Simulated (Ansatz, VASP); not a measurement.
## Two plane-wave programs on CdF2

```
Cd F
1.0
     0.00000    2.69400    2.69400
     2.69400    0.00000    2.69400
     2.69400    2.69400    0.00000
Cd F
1 2
Direct
  0.00000 0.00000 0.00000
  0.75000 0.75000 0.75000
  0.25000 0.25000 0.25000
```

Alike in both runs: functional r2SCAN; k mesh 8 × 8 × 8; no spin polarisation.

|  | VASP | Ansatz |
| --- | --- | --- |
| version | VASP 6.6.1 | Ansatz 0.2.0 |
| potentials or method | VASP PAW PBE potentials, release 64 (Cd, F) | Ansatz PAW |
| plane-wave cutoff (eV) | 520 | 500 |
| occupations | gaussian, width 0.01 eV | fixed |
| valence electrons in the cell | 26 | 34 |
| task | single point | band structure |

Ansatz gave:

```
gap on the k mesh at the Fermi level (eV) : 3.79
least direct gap on the mesh (eV)         : 4.31
pressure (GPa)                            : 0.0
```

Task: Which values does VASP return?

Result: gap on the k mesh at the Fermi level (eV): 3.75; least direct gap on the mesh (eV): 4.25; pressure (GPa): 1.0.

The two sets of potentials don't hold the same shells in valence.

Caveats: the PAW data sets were made with another functional, which shifts forces and pressure a little (VASP); the PAW data sets come from PBE, with cores solved anew for the run's functional, which leaves a small shift of forces and pressure (Ansatz). A k mesh can miss the band edges. r2SCAN opens gaps a little over a GGA but as a rule still falls short of measured ones.
